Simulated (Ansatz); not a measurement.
Space group I4/mmm (No. 139). a = 3.195 Å, b = 3.195 Å, c = 4.997 Å, α = 90.00°, β = 90.00°, γ = 90.00°
```json
{"atom": "In", "site": "2a", "symmetry": "4/mmm", "x": "0.0000", "y": "0.0000", "z": "0.0000"}
```

Equation of state of this In structure (not necessarily the ground state), with shape and atoms relaxed at each volume where symmetry leaves them free. It has no gap at any of these volumes. All numbers below come from DFT PBEsol, scalar-relativistic, plane waves, PAW (Ansatz).

Settings: cutoff 420 eV, Γ-centred mesh 18×18×18 on the computed 1-atom cell, Gaussian smearing of 0.10 eV; no spin polarisation.

| V (Å³/atom) | E − E(largest V) (meV/atom) | P (GPa) |
| --- | --- | --- |
| 23.974 | 2.83 | 3.27 |
| 24.740 | -8.27 | 1.48 |
| 25.505 | -11.60 | 0.00 |
| 26.270 | -8.46 | -1.22 |
| 27.035 | 0.00 | -2.23 |

Problem. Fit a third-order Birch–Murnaghan equation to E(V).

Solution. V0 = 25.49 Å³/atom, B0 = 45 GPa, B0' = 5.3.